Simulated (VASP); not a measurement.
# TePb in VASP: notebook

Runs on TePb. Level: PBEsol. Tasks: single point.

Everything below comes from runs of VASP 6.6.1. Logs are shortened: lines on timing, memory, paths and dates and some standing lists are left out, and cuts for length are marked.

**The experiment to reproduce.**

A printed reference work, monograph reports, for a bulk crystal of TePb at 4.2 K: band gap 0.19 eV (direct).

The results are compared with them further down.

## (1) The cell of the first run

Symmetry: Fm-3m, No. 225, cubic system. The conventional cell has a = 6.462 Å, b = 6.462 Å, c = 6.462 Å, α = 90.00°, β = 90.00°, γ = 90.00°. Within 4.3 Å of Te (site symmetry m-3m) lie 6 Pb at 3.23 Å. Pb (site symmetry m-3m) has 6 Te at 3.23 Å within 4.3 Å.

## (2) Single point, PBEsol

INCAR

```
SYSTEM = TePb
PREC = Accurate ; ENCUT = 520
EDIFF = 1E-6 ; ISMEAR = 0
SIGMA = 0.01 ; LREAL = .False.
LASPH = .True. ; NELM = 60
ALGO = Normal ; ISIF = 2
LWAVE = .False. ; LCHARG = .False.
GGA = PS ; NBANDS = 17
```

KPOINTS

```
Automatic mesh
0
Gamma
  6 6 6
  0 0 0
```

POSCAR

```
TePb
1.0
    0.0000000000      3.2310000000      3.2310000000
    3.2310000000      0.0000000000      3.2310000000
    3.2310000000      3.2310000000      0.0000000000
Te Pb
1 1
Direct
    0.5000000000      0.5000000000      0.5000000000
    0.0000000000      0.0000000000      0.0000000000
```

Potentials or basis: VASP PAW PBE potentials, release 64 (Te, Pb_d).

Launch:

```
$ cat potpaw_PBE.64/Te/POTCAR potpaw_PBE.64/Pb_d/POTCAR > POTCAR
$ mpirun -np 1 vasp_std > vasp.out
```

OUTCAR:

```text
SYSTEM = TePb
   PREC = Accurate
   ENCUT = 520
   EDIFF = 1E-6
   ISMEAR = 0
   LREAL = .False.
   LASPH = .True.
   NELM = 60
   ISIF = 2
   GGA = PS

 ion  position               nearest neighbor table
   1  0.500  0.500  0.500-   2 3.23   2 3.23   2 3.23   2 3.23   2 3.23   2 3.23
   2  0.000  0.000  0.000-   1 3.23   1 3.23   1 3.23   1 3.23   1 3.23   1 3.23

  LATTYP: Found a face centered cubic cell.
 ALAT       =     6.4620000000

  Lattice vectors:

 A1 = (   0.0000000000,   3.2310000000,   3.2310000000)
 A2 = (   3.2310000000,   0.0000000000,   3.2310000000)
 A3 = (   3.2310000000,   3.2310000000,   0.0000000000)

Analysis of symmetry for initial positions (statically):
=====================================================================
 Subroutine PRICEL returns:
 Original cell was already a primitive cell.

 Routine SETGRP: Setting up the symmetry group for a
 face centered cubic supercell.

 Subroutine GETGRP returns: Found 48 space group operations
 (whereof 48 operations were pure point group operations)
 out of a pool of 48 trial point group operations.

The static configuration has the point symmetry O_h .

Analysis of symmetry for dynamics (positions and initial velocities):
=====================================================================
 Subroutine PRICEL returns:
 Original cell was already a primitive cell.

 Routine SETGRP: Setting up the symmetry group for a
 face centered cubic supercell.

 Subroutine GETGRP returns: Found 48 space group operations
 (whereof 48 operations were pure point group operations)
 out of a pool of 48 trial point group operations.

The dynamic configuration has the point symmetry O_h .

 Subroutine INISYM returns: Found 48 space group operations
 (whereof 48 operations are pure point group operations),
 and found     1 'primitive' translations

----------------------------------------------------------------------------------------

                                     Primitive cell

  volume of cell :      67.4592

  direct lattice vectors                    reciprocal lattice vectors
     0.000000000  3.231000000  3.231000000    -0.154750851  0.154750851  0.154750851
     3.231000000  0.000000000  3.231000000     0.154750851 -0.154750851  0.154750851
     3.231000000  3.231000000  0.000000000     0.154750851  0.154750851 -0.154750851

  length of vectors
     4.569324020  4.569324020  4.569324020     0.268036337  0.268036337  0.268036337

  position of ions in fractional coordinates (direct lattice)
     0.500000000  0.500000000  0.500000000
     0.000000000  0.000000000  0.000000000

  ion indices of the primitive-cell ions
   primitive index   ion index
                 1           1
                 2           2

----------------------------------------------------------------------------------------

 KPOINTS: Automatic mesh

Automatic generation of k-mesh.
 Grid dimensions read from file:
 generate k-points for:    6    6    6

 Generating k-lattice:

  Cartesian coordinates                     Fractional coordinates (reciprocal lattice)
    -0.025791809  0.025791809  0.025791809     0.166666667  0.000000000  0.000000000
     0.025791809 -0.025791809  0.025791809     0.000000000  0.166666667  0.000000000
     0.025791809  0.025791809 -0.025791809     0.000000000  0.000000000  0.166666667

  Length of vectors
     0.044672723  0.044672723  0.044672723

  Shift w.r.t. Gamma in fractional coordinates (k-lattice)
     0.000000000  0.000000000  0.000000000

 Subroutine IBZKPT returns following result:
 ===========================================

 Found     16 irreducible k-points:

 Following reciprocal coordinates:
            Coordinates               Weight
  0.000000  0.000000  0.000000      1.000000
  0.166667  0.000000  0.000000      8.000000
  0.333333  0.000000  0.000000      8.000000
  0.500000  0.000000  0.000000      4.000000
  0.166667  0.166667  0.000000      6.000000
  0.333333  0.166667  0.000000     24.000000
[... 8 lines left out ...]
 -0.333333  0.333333  0.166667     24.000000
 -0.333333  0.500000  0.166667     12.000000
   k-points           NKPTS =     16   k-points in BZ     NKDIM =     16   number of bands    NBANDS=     17
   number of dos      NEDOS =    301   number of ions     NIONS =      2
   total plane-waves  NPLWV =  46656
   dimension x,y,z NGX =    36 NGY =   36 NGZ =   36
   dimension x,y,z NGXF=    72 NGYF=   72 NGZF=   72
   ions per type =               1   1
   NGX,Y,Z   is equivalent  to a cutoff of  13.10, 13.10, 13.10 a.u.
   NGXF,Y,Z  is equivalent  to a cutoff of  26.20, 26.20, 26.20 a.u.
 SYSTEM =  TePb
   PREC   = accura    normal or accurate (medium, high low for compatibility)
   ISTART =      0    job   : 0-new  1-cont  2-samecut
   ICHARG =      2    charge: 1-file 2-atom 10-const
   ISPIN  =      1    spin polarized calculation?
   LNONCOLLINEAR =      F non collinear calculations
   LSORBIT =      F    spin-orbit coupling
   LASPH  =      T    aspherical Exc in radial PAW
   ENCUT  =  520.0 eV  38.22 Ry    6.18 a.u.   8.50  8.50  8.50*2*pi/ulx,y,z
   NELM   =     60;   NELMIN=  2; NELMDL= -5     # of ELM steps
   EDIFF  = 0.1E-05   stopping-criterion for ELM
   LREAL  =      F    real-space projection
   EDIFFG = 0.1E-04   stopping-criterion for IOM
   NSW    =      0    number of steps for IOM
   IBRION =     -1    ionic relax: 0-MD 1-quasi-New 2-CG
   NFREE  =      0    steps in history (QN), initial steepest desc. (CG)
   ISIF   =      2    stress and relaxation
   ISYM   =      2    0-nonsym 1-usesym 2-fastsym
   POTIM  = 0.5000    time-step for ionic-motion
   TEBEG  =    0.0;   TEEND  =   0.0 temperature during run
   PSTRESS=    0.0 pullay stress
   NELECT =      20.0000    total number of electrons
   NUPDOWN=      -1.0000    fix difference up-down
   EMIN   =  10.00;   EMAX   =-10.00  energy-range for DOS
   EFERMI =   0.00;   METHOD = LEGACY
   ISMEAR =     0;   SIGMA  =   0.01  broadening in eV -4-tet -1-fermi 0-gaus
   EFERMI_NEDOS =   21; number of points for ismear=-14 and -15
   IALGO  =     38    algorithm
   IMIX   =      4    mixing-type and parameters
     AMIX     =   0.40;   BMIX     =  1.00
     AMIX_MAG =   1.60;   BMIX_MAG =  1.00
  volume/ion in A,a.u.               =      33.73       227.62
  Fermi-wavevector in a.u.,A,eV,Ry     =   1.091619  2.062861 16.213147  1.191633
  Thomas-Fermi vector in A             =   2.227868
   LORBIT       =      0    0 simple, 1 ext, 2 COOP (PROOUT), +10 PAW based schemes
   GGA     = PS    functional components
   LHFCALC =     F    Hartree Fock is set to
   AEXX    =    0.0000 exact exchange contribution
   IVDW    =     0    specifies the selected vdW correction
   LEPSILON=     F    determine dielectric tensor
   LRPA    =     F    only Hartree local field effects (RPA)
 non-spin polarized calculation
 Gauss-broadening in eV      SIGMA  =   0.01
  energy-cutoff  :      520.00
  volume of cell :       67.46
 maximum number of plane-waves:      1853
 NGX is ok and might be reduce to    36
   NGX = 17   NGY = 17   NGZ = 17

 number of electron      20.0000003 magnetization

 Free energy of the ion-electron system (eV)
  ---------------------------------------------------
  ext. energy  EPLUGINS =         0.00000000
  ---------------------------------------------------
  free energy    TOTEN  =        -8.25943960 eV

  energy without entropy =       -8.25943960  energy(sigma->0) =       -8.25943960

 E-fermi :   5.5062     XC(G=0):  -9.4708

 val. band max:        5.4583702807   @ k =   0.5000   0.0000   0.0000
 cond. band min:       6.1269276654   @ k =   0.5000   0.0000   0.0000
 fundamental gap:      0.6685573848
 Fermi energy:         5.5062204580

 k-point     1 :       0.0000    0.0000    0.0000
  band No.  band energies     occupation
      1     -11.1697      2.00000
      2     -11.1697      2.00000
      3     -11.1588      2.00000
      4     -11.1588      2.00000
      5     -11.1588      2.00000
      6      -6.5739      2.00000
[... 9 lines left out ...]
     16      11.2176      0.00000
     17      12.6939      0.00000

 k-point     2 :       0.1667    0.0000    0.0000
  band No.  band energies     occupation
      1     -11.1730      2.00000
      2     -11.1730      2.00000
      3     -11.1580      2.00000
      4     -11.1548      2.00000
      5     -11.1548      2.00000
      6      -6.3368      2.00000
[... 9 lines left out ...]
     16      11.7274      0.00000
     17      14.3600      0.00000

 k-point     3 :       0.3333    0.0000    0.0000
  band No.  band energies     occupation
      1     -11.1808      2.00000
      2     -11.1808      2.00000
      3     -11.1570      2.00000
      4     -11.1458      2.00000
      5     -11.1458      2.00000
      6      -5.6891      2.00000
[... 9 lines left out ...]
     16      13.0929      0.00000
     17      16.3763      0.00000

 k-point     4 :       0.5000    0.0000    0.0000
  band No.  band energies     occupation
      1     -11.1848      2.00000
      2     -11.1848      2.00000
      3     -11.1564      2.00000
      4     -11.1410      2.00000
      5     -11.1410      2.00000
      6      -5.1331      2.00000
[... 9 lines left out ...]
     16      14.6990      0.00000
     17      14.6990      0.00000
[... 183 lines left out ...]
      1     -11.2037      2.00000
      2     -11.1714      2.00000
      3     -11.1586      2.00000
      4     -11.1431      2.00000
      5     -11.1394      2.00000
      6      -5.2181      2.00000
[... 9 lines left out ...]
     16      14.4884      0.00000
     17      14.9867      0.00000

 k-point    15 :      -0.3333    0.3333    0.1667
  band No.  band energies     occupation
      1     -11.2071      2.00000
      2     -11.1743      2.00000
      3     -11.1515      2.00000
      4     -11.1490      2.00000
      5     -11.1356      2.00000
      6      -4.8348      2.00000
[... 9 lines left out ...]
     16      15.7061      0.00000
     17      15.8472      0.00000

 k-point    16 :      -0.3333    0.5000    0.1667
  band No.  band energies     occupation
      1     -11.2204      2.00000
      2     -11.1671      2.00000
      3     -11.1602      2.00000
      4     -11.1418      2.00000
      5     -11.1321      2.00000
      6      -4.7678      2.00000
[... 9 lines left out ...]
     16      16.1704      0.00000
     17      16.9717      0.00000

------------------------ aborting loop because EDIFF is reached ----------------------------------------

  FORCE on cell =-STRESS in cart. coord.  units (eV):
  Direction    XX          YY          ZZ          XY          YZ          ZX
  --------------------------------------------------------------------------------------
  -------------------------------------------------------------------------------------
  Total       -0.1774961     -0.1774961     -0.1774961      0.0000000     -0.0000000      0.0000000
  in kB       -4.2155912     -4.2155912     -4.2155912      0.0000000     -0.0000000      0.0000000
  external PRESSURE =      -4.2155912 kB  Pullay stress =       0.0000000 kB

 VOLUME and BASIS-vectors are now :
 -----------------------------------------------------------------------------
  energy-cutoff  :      520.00
  volume of cell :       67.46
      direct lattice vectors                 reciprocal lattice vectors
     0.000000000  3.231000000  3.231000000    -0.154750851  0.154750851  0.154750851
     3.231000000  0.000000000  3.231000000     0.154750851 -0.154750851  0.154750851
     3.231000000  3.231000000  0.000000000     0.154750851  0.154750851 -0.154750851

 POSITION                                       TOTAL-FORCE (eV/Angst)
 -----------------------------------------------------------------------------------
      3.23100      3.23100      3.23100        -0.000000      0.000000     -0.000000
      0.00000      0.00000      0.00000         0.000000     -0.000000      0.000000
 -----------------------------------------------------------------------------------
    total drift:                               -0.000000      0.000000      0.000000

  FREE ENERGIE OF THE ION-ELECTRON SYSTEM (eV)
  ---------------------------------------------------
  free  energy   TOTEN  =        -8.2594395962 eV

  energy  without entropy=       -8.2594395962  energy(sigma->0) =       -8.25943960
```

It took 12 s on 1 thread of AMD EPYC 9R45 (Zen 5), shared host; peak memory 0.17 GiB.

What came out:

| Item | Value |
| --- | --- |
| Free energy | -8.2594 eV |
| Pressure | -0.4 GPa |
| Band gap on the k mesh | 0.67 eV, direct |

Caveat: the PAW data sets were made with another functional, which shifts forces and pressure a little; spin-orbit coupling is left out, which moves the levels of the heavy elements.

## (3) Single point, PBEsol

INCAR

```
  PREC = Accurate
  ENCUT = 520
  EDIFF = 1E-7
  ISMEAR = 0
  SIGMA = 0.01
  LREAL = False
  LASPH = True
  NELM = 100
  ALGO = Normal
  ISIF = 2
  LWAVE = False
  LCHARG = False
  GGA = PS
  NBANDS = 17
```

KPOINTS

```
Automatic mesh
0
Gamma
  6 6 6
```

POSCAR, as its differences from that of step 2:

```diff
@@ -8,3 +8,3 @@
 Direct
-    0.5000000000      0.5000000000      0.5000000000
+    0.4845249149      0.5154750851      0.4845249149
     0.0000000000      0.0000000000      0.0000000000
```

Potentials or basis: VASP PAW PBE potentials, release 64 (Te, Pb_d).

Launch:

```
$ cat potpaw_PBE.64/Te/POTCAR potpaw_PBE.64/Pb_d/POTCAR > POTCAR
$ mpirun -np 1 vasp_std > vasp.out
```

Run time: 24 s. Hardware: 1 thread of AMD EPYC 9R45 (Zen 5), shared host; peak memory 0.18 GiB.

The run converged. Its results:

* Free energy: -8.2577 eV
* Pressure: -0.3 GPa
* Largest force: 0.044 eV/Å
* Band gap on the k mesh: 0.73 eV, direct

Forces on the atoms (eV/Å):
```
Te   0.000  0.044  0.000
Pb   0.000 -0.044  0.000
```

Stress tensor (GPa, compression positive):
```
-0.42  0.00  0.00
 0.00 -0.04  0.00
 0.00  0.00 -0.42
```

Levels at points of the mesh, in eV from the valence-band top:
| k point | band 7 | band 8 | band 9 | band 10 | band 11 | band 12 | band 13 | band 14 |
| --- | --- | --- | --- | --- | --- | --- | --- | --- |
| (0.00, 0.00, 0.00) | -5.58 | -1.32 | -1.30 | -1.30 | 4.03 | 4.03 | 4.10 | 5.79 |
| (0.50, 0.00, 0.00) | -8.57 | -0.89 | -0.85 | 0.00 | 0.73 | 1.28 | 1.33 | 8.28 |
| (0.50, 0.50, 0.00) | -7.27 | -4.50 | -2.78 | -2.77 | 3.18 | 5.52 | 5.54 | 6.71 |
| (0.50, 0.00, 0.50) | -7.33 | -4.45 | -2.78 | -2.78 | 3.24 | 5.49 | 5.49 | 6.73 |

Caveat: the PAW data sets were made with another functional, which shifts forces and pressure a little; spin-orbit coupling is left out, which moves the levels of the heavy elements. A k mesh can miss the band edges.

[end of part 1 of 2]
